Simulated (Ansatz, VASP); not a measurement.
## Si5Ru in VASP and in Ansatz

```
CELL_PARAMETERS angstrom
4.71396 0.00000 0.00000
-2.35698 4.08241 0.00000
0.00000 0.00000 4.72723
ATOMIC_POSITIONS crystal
Si 0.50000 0.00000 0.50000
Si 0.00000 0.50000 0.50000
Si 0.50000 0.50000 0.50000
Si 0.33333 0.66667 0.00000
Si 0.66667 0.33333 0.00000
Ru 0.00000 0.00000 0.00000
```

Alike in both runs: functional PBE; k mesh 9 × 9 × 8; occupations gaussian, width 0.1 eV; no spin polarisation.

Ansatz relaxed the structure, and its values are those at the end. VASP's run is a single point on that final structure, the one shown.

|  | VASP | Ansatz |
| --- | --- | --- |
| version | VASP 6.6.1 | Ansatz 0.2.0 |
| potentials or method | VASP PAW PBE potentials, release 64 (Si, Ru_pv) | scalar-relativistic, plane waves, PAW |
| plane-wave cutoff (eV) | 520 | 420 |
| valence electrons in the cell | 34 | 36 |

Ansatz gave:

- gap on the k mesh at the Fermi level (eV): none
- pressure (GPa): 0.0

Question: What did VASP give for the same quantities?

Answer: gap on the k mesh at the Fermi level (eV): none; pressure (GPa): -0.1.

A gap of «none» marks a metal or a gap that the smearing closes. The two sets of potentials don't hold the same shells in valence.
